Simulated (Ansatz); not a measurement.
This script for Ansatz 0.2.0 through its Python package starts 5 runs on ZrN, space group Fm-3m. What input does the engine get in each?

`run_xc.py`
```python
"""Functional comparison for ZrN (totals differ with the potentials too)."""

import warnings

import ansatz

OCCUPATIONS = "Fermi-Dirac"
MESH = (11, 11, 11)
MAX_SCF = 150


def main() -> None:
    warnings.simplefilter("ignore", ansatz.DeckWarning)

    lattice = ansatz.Lattice.of(
        (0.0, 2.3, 2.3),
        (2.3, 0.0, 2.3),
        (2.3, 2.3, 0.0),
    )
    sites = [
        ("Zr", (0.5, 0.5, 0.5)),
        ("N", (0.0, 0.0, 0.0)),
    ]
    crystal = ansatz.Crystal(lattice=lattice)
    for symbol, position in sites:
        crystal = crystal.atom(symbol, position)

    calculation = crystal.calculation()
    calculation = calculation.occupations(OCCUPATIONS)
    calculation = calculation.basis(12 * ansatz.Ha, density_ratio=8).mixing("anderson")
    calculation = calculation.kpoints(*MESH, center="monkhorst-pack")
    calculation = calculation.scf(max_iterations=MAX_SCF)
    calculation = calculation.pseudopotentials("paw")
    calculation = calculation.stress()

    rows = []
    for value in ["pbesol", "revpbe", "rpbe", "r2scan", "blyp"]:
        r = calculation.functional(value).run(threads=1, backend="cpu").report
        rows.append((value, r["free_energy_ev"] / len(r["lattice"]["sites"]), r["n_iterations"], sum(r["stress_gpa"][i][i] for i in range(3)) / 3, r["n_kpoints"]))

    print("  functional   F/atom (eV)    iterations       P (GPa)      k-points")
    for row in rows:
        print(f"{str(row[0]):>12s}  {row[1]:12.5f}  {row[2]:12d}  {row[3]:12.3f}  {row[4]:12d}")


if __name__ == "__main__":
    main()
```

Run 1:
```yaml
crystal:
  lattice:
    - [0.0, 2.3, 2.3]
    - [2.3, 0.0, 2.3]
    - [2.3, 2.3, 0.0]
  atoms:
    - { symbol: Zr, position: [0.5, 0.5, 0.5] }
    - { symbol: "N", position: [0.0, 0.0, 0.0] }
basis:
  ecutwfc: 326.536634951856
  ecutrho_ratio: 8
kpoints:
  mp_grid:
    grid: [11, 11, 11]
    shift: [0.0, 0.0, 0.0]
hamiltonian:
  xc: pbesol
  pseudopotentials:
    kind: paw
scf:
  max_iter: 150
  mixing:
    algorithm: anderson
  occupations:
    method: fermi_dirac
output:
  stress: true
```

Run 2, against run 1:
```diff
-  xc: pbesol
+  xc: revpbe
```

Run 3, against run 1:
```diff
-  xc: pbesol
+  xc: rpbe
```

Run 4, against run 1:
```diff
-  xc: pbesol
+  xc: r2scan
```

Run 5, against run 1:
```diff
-  xc: pbesol
+  xc: blyp
```

`python run_xc.py` gives:
```text
  functional   F/atom (eV)    iterations       P (GPa)      k-points
      pbesol   -2255.41776             6        -7.317            56
      revpbe   -2288.52720             6         2.474            56
        rpbe   -2289.70216             6         3.528            56
      r2scan   -2291.79937             7        -1.608            56
        blyp   -2292.60394             6         7.962            56
```

What to keep in mind:
- The cutoff lies under the one recommended for these potentials.
- The run is spin-unpolarised.
- Under the recommended cutoff a pressure can be off by several GPa, even in sign.
- BLYP can be off by several per cent in the lattices of metals, and by several GPa in the pressure at a fixed cell.
- For a metal this k-point mesh is coarse: on a finer one energies can move by several to tens of meV an atom and pressures by half a GPa or more, differences at one mesh by less.
- Of the deposited cell: the entry's cell lengths or inner coordinates differ somewhat from later room-temperature determinations.
- Pressure is positive in compression.
- The structure is a deposited one; some such entries were measured under pressure or heat, so a shift against it needn't be the functional's error alone.
- Total energies of different functionals can't be compared; pressures, moments and gaps at this one structure can.
- The script silences the warnings on its input, which a real study should read.
- Wall time of the script: 6.9 s on 1 thread of Arm Neoverse V1 (shared host), peak memory 0.46 GiB.
